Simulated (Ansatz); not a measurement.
# BN: the cost of one run

Computed with Ansatz 0.2.0 (DFT PBE+D3(BJ), scalar-relativistic, plane waves, PAW, unless a step's input says otherwise).

3 further runs of the same task are left out: 1 that didn't finish, 2 set aside as unsound or not needed.

## Step 1: Starting point

The structure is orthorhombic, space group Fmm2 (No. 42). The conventional cell has a = 2.508 Å, b = 6.679 Å, c = 4.338 Å, α = 90.00°, β = 90.00°, γ = 90.00°. B (site symmetry mm2) has 3 N at 1.45 Å as nearest neighbours. N (site symmetry mm2) is surrounded by 3 B at 1.45 Å.

Coordinates:

```xyz
2
Lattice="0.0000 3.3395 2.1688 1.2538 0.0000 2.1688 1.2538 3.3395 0.0000" Properties=species:S:1:pos:R:3 pbc="T T T"
B     1.2538    3.3395    0.0005
N     1.2538    3.3395    2.8915
```

It goes back to an entry of the Materials Project, which need not be the stable form.

This cell was relaxed beforehand with the same method: volume 9.08 Å³/atom, gap on the mesh 3.66 eV.

Bulk energy on matching settings, from an earlier run: -271.3415 eV/atom.

## Step 2: Cutting the (010) slab

Planes are indexed in the bulk's conventional cell (Fmm2 (No. 42)), a = 2.508 Å, b = 6.679 Å, c = 4.338 Å, α = 90.00°, β = 90.00°, γ = 90.00°.

The slab is a (010) slab, 10.0 Å thick as cut, with 15 Å of vacuum; its outer planes are BN (top) and BN (bottom).

The slab as cut. Its planes from the bottom up:

```tsv
plane	atoms per cell	height over the lowest (Å)
1	BN	0.00
2	BN	3.34
3	BN	6.68
4	BN	10.02
```

## Step 3: Single point on the unrelaxed (010) slab

A dipole layer in the vacuum cancels the field that periodic copies would set up if the slab's two faces differ.

The input, input.yaml:

```yaml
crystal:
  lattice:
    - [2.5051851807, 0.0, 0.0]
    - [1.2500915888, 2.1709960408, 0.0]
    - [0.0, 0.0, 25.0184465684]
  atoms:
    - { symbol: B, position: [0.4998931263, 0.4998931263, 0.2997788044] }
    - { symbol: "N", position: [0.8334068837, 0.8334068837, 0.2997788044] }
    - { symbol: B, position: [0.9998931263, 0.9998931263, 0.4332596015] }
    - { symbol: "N", position: [0.3334068837, 0.3334068837, 0.4332596015] }
    - { symbol: B, position: [0.4998931263, 0.4998931263, 0.5667403985] }
    - { symbol: "N", position: [0.8334068837, 0.8334068837, 0.5667403985] }
    - { symbol: B, position: [0.9998931263, 0.9998931263, 0.7002211956] }
    - { symbol: "N", position: [0.3334068837, 0.3334068837, 0.7002211956] }
basis:
  ecutwfc: 420
kpoints:
  mp_grid: { grid: [12, 12, 1] }
hamiltonian:
  xc: pbe
  dispersion: d3bj
scf:
  occupations: { method: gaussian, width: 0.05 }
output:
  forces: true
  stress: true
  eigenvalues: true
  write_density: true
  write_potential: true
  elf: true
  volumetric_format: npy
efield:
  axis: 3
  dipole_correction: true
  ramp_width: 0.04
```

Launch:

```sh
> ansatz run input.yaml --threads 1 --pin off --max-ram 2560MiB --backend cpu --events-out ev --progress --plain --runs-dir out
```

**Question.** How long does this run take on 1 thread of Intel Xeon at 2.50GHz (Skylake/Cascade Lake), shared host, and how much memory does it need?

About 49 s, with a peak of 0.42 GiB.
